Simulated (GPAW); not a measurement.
Runs of GPAW 26.7.0 on SnTe. The structure is cubic, space group Fm-3m (No. 225). Conventional cell: a = 6.302 Å, b = 6.302 Å, c = 6.302 Å, α = 90.00°, β = 90.00°, γ = 90.00°. Te (site symmetry m-3m) has 6 Sn at 3.15 Å as nearest neighbours. Sn (site symmetry m-3m) is surrounded by 6 Te at 3.15 Å. 

| task | level | potentials or basis | spin | k mesh | band path | band points | spin axis theta (degrees) | spin axis phi (degrees) | pressure (GPa) |
| --- | --- | --- | --- | --- | --- | --- | --- | --- | --- |
| band structure | revPBE | the program's PAW data sets (release 1.2.1) made for this functional, pw | off | 7 × 7 × 7 | GXWKGLUWLK,UX | 100 | - | - | (a) |
| single point | PBEsol | PAW data sets generated in the run's folder for this functional, pw | off | 7 × 7 × 7 | - | - | - | - | -0.7 |
| band structure | r2SCAN | GPAW PAW data sets (gpaw-data 1.2.1), pw | SOC, no magnetisation | 5 × 5 × 5 | GXWKGLUWLK,UX | 60 | 90 | 45 | 1.4 |
| band structure | PBE | GPAW PAW data sets (gpaw-data 1.2.1), pw | SOC, no magnetisation | 5 × 5 × 5 | GXWKGLUWLK,UX | 80 | 0 | 0 | 2.0 |

Alike in all rows: cell as given; cutoff (eV) 600; smearing fermi-dirac 0.05 eV.

Estimate the missing entries.

(a) 3.0.

Caveats: spin-orbit coupling was added after a scalar SCF, so levels and gaps hold it while energy, forces, pressure and moments don't (some runs); the PAW data sets were made with another functional, which shifts forces and pressure a little (some runs).

Not every run made on this cell is shown here.
